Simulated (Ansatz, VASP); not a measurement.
# Al in VASP and in Ansatz

INCAR

```
SYSTEM = Al
PREC     = Accurate       ! precision mode
ENCUT    = 600            ! plane-wave cutoff, eV
EDIFF    = 1E-6           ! SCF threshold, eV
ISMEAR   = -1             ! smearing method
SIGMA    = 0.05           ! smearing width, eV
LREAL    = .FALSE.        ! projectors in reciprocal space
LASPH    = .TRUE.         ! aspherical terms in the spheres
NELM     = 100            ! most SCF steps
ALGO     = Normal         ! electronic algorithm
ISIF     = 3              ! what is computed and relaxed
LWAVE    = .FALSE.        ! write WAVECAR
LCHARG   = .FALSE.        ! write CHGCAR
GGA      = PE             ! functional
IVDW     = 12             ! dispersion correction
IBRION   = 2              ! ionic algorithm
NSW      = 40             ! ionic steps
EDIFFG   = -0.005         ! ionic threshold
```

File KPOINTS:

```
regular mesh
0
G
  11 11 11
  0 0 0
```

The input POSCAR:

```
Al
1.0
    0.0000000000      2.0248050000      2.0248050000
    2.0248050000      0.0000000000      2.0248050000
    2.0248050000      2.0248050000      0.0000000000
Al
1
Direct
    0.0000000000      0.0000000000      0.0000000000
```

Contents of input.yaml:

```yaml
crystal:
  lattice:
    - [0.0, 2.024805, 2.024805]
    - [2.024805, 0.0, 2.024805]
    - [2.024805, 2.024805, 0.0]
  atoms:
    - { symbol: Al, position: [0.0, 0.0, 0.0] }
hamiltonian:
  xc: pbe
  pseudopotentials: { kind: paw }
  dispersion: d3bj
kpoints:
  mp_grid: { grid: [11, 11, 11] }
scf:
  occupations: { method: fermi_dirac, width: 0.05 }
output:
  forces: true
  stress: true
relax:
  f_tol: 0.01
  max_steps: 40
  cell: { stress_tol: 0.05 }
```

Alike in both runs: task relaxation of cell and atoms; functional PBE; dispersion D3(BJ); k mesh 11 × 11 × 11; occupations fermi-dirac, width 0.05 eV; no spin polarisation.

|  | VASP | Ansatz |
| --- | --- | --- |
| version | VASP 6.6.1 | Ansatz 0.2.0 |
| potentials or method | VASP PAW PBE potentials, release 64 (Al) | Ansatz PAW |
| plane-wave cutoff (eV) | 600 | 420 |
| valence electrons in the cell | 3 | 3 |

Ansatz gave:

```
relaxed volume (Å³/atom)                                     : 15.83
relaxed cell length with the largest relative difference (Å) : 2.818
energy change over the relaxation (meV/atom)                 : -10
```

Q: Which values does VASP return?

A: Relaxed volume (Å³/atom): 15.82; relaxed cell length with the largest relative difference (Å): 2.818; energy change over the relaxation (meV/atom): -10.

Caveats: pairwise dispersion overbinds metals, which lowers pressure and volume (VASP); the plane-wave basis is chosen anew once the cell has moved, so the energies of steps on either side of that aren't comparable (Ansatz).
